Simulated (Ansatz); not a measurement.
# Deforming Li

```
Li
1.0
     3.11100    0.00000    0.00000
    -1.55550    2.69421    0.00000
     0.00000    0.00000    5.09300
Li
2
Cartesian
  0.0000 1.7961 1.2732
  1.5555 0.8981 3.8197
```

Atoms are numbered in the order listed.

The cell is a measured one (Crystallography Open Database entry 9011003); the temperature and pressure of the measurement aren't taken into account, and nothing was relaxed.

These are results of Ansatz 0.2.0, DFT, PBE, all-electron LAPW, scalar-relativistic, not measurements.

Numerical set-up: a Γ-centred 15×15×8 k mesh, Fermi–Dirac smearing of 0.08 eV, basis error target 0.5 meV/atom, no spin polarisation.

The unchanged cell is at -0.67 GPa.

In a metal, stresses and small energies carry noise from the k mesh.

x, y and z are the Cartesian axes of the cell as listed; fractional coordinates follow a strain, and an engineering shear is twice the off-diagonal strain component.

(1) With this change (z strained by -1.5 % at fixed volume), what becomes of the energy and stress?

(2) With this change (z strained by -3 % at fixed volume), what becomes of the energy and stress?

(3) With this change (atom 1 (Li) moved by (0.0000, 0.0000, 0.0300) Å), what becomes of the energy and stress and forces?

(4) With this change (equal xy, yz and zx engineering shear strains of -3 %), what becomes of the energy and stress and forces?

(5) With this change (equal xy, yz and zx engineering shear strains of -1 %), what becomes of the energy and stress?

With equal xy, yz and zx engineering shear strains of +2 %: energy change under 1 meV/atom; stress change (xx, yy, zz, yz, xz, xy) -0.01, 0.01, 0.02, -0.11, -0.11, -0.11 GPa, compression positive.

(6) With this change (equal xy, yz and zx engineering shear strains of -2 %), what becomes of the energy and stress?

(7) With this change (equal xy, yz and zx engineering shear strains of +1 %), what becomes of the energy and stress?

With equal xy, yz and zx engineering shear strains of +3 %: energy change under 1 meV/atom; stress change (xx, yy, zz, yz, xz, xy) -0.02, 0.02, 0.04, -0.16, -0.16, -0.17 GPa, compression positive.

(8) What force constant does this one finite step give for Li1 along its displacement (all its periodic images move with it)?

Results:

(1) Energy change under 1 meV/atom; stress change (xx, yy, zz, yz, xz, xy) -0.13, -0.13, 0.27, 0.00, 0.00, 0.00 GPa, compression positive.

(2) Energy change +2 meV/atom; stress change (xx, yy, zz, yz, xz, xy) -0.24, -0.24, 0.50, 0.00, 0.00, 0.00 GPa, compression positive.

(3) Energy change under 1 meV/atom; stress change (xx, yy, zz, yz, xz, xy) 0.00, 0.00, 0.01, 0.00, 0.00, 0.00 GPa, compression positive; change of the force on Li1 (0.000, 0.000, -0.033) eV/Å.

(4) Energy change under 1 meV/atom; stress change (xx, yy, zz, yz, xz, xy) -0.01, 0.01, 0.03, 0.16, 0.17, 0.19 GPa, compression positive; change of the force on Li1 (0.013, 0.000, 0.002) eV/Å.

(5) Energy change under 1 meV/atom; stress change (xx, yy, zz, yz, xz, xy) 0.00, 0.00, 0.00, 0.06, 0.06, 0.06 GPa, compression positive.

(6) Energy change under 1 meV/atom; stress change (xx, yy, zz, yz, xz, xy) -0.01, 0.01, 0.02, 0.11, 0.11, 0.12 GPa, compression positive.

(7) Energy change under 1 meV/atom; stress change (xx, yy, zz, yz, xz, xy) 0.00, 0.00, 0.00, -0.05, -0.05, -0.06 GPa, compression positive.

(8) k = −ΔF·u/|u|² = 1.11 eV/Å², so the force pulls the atom back.
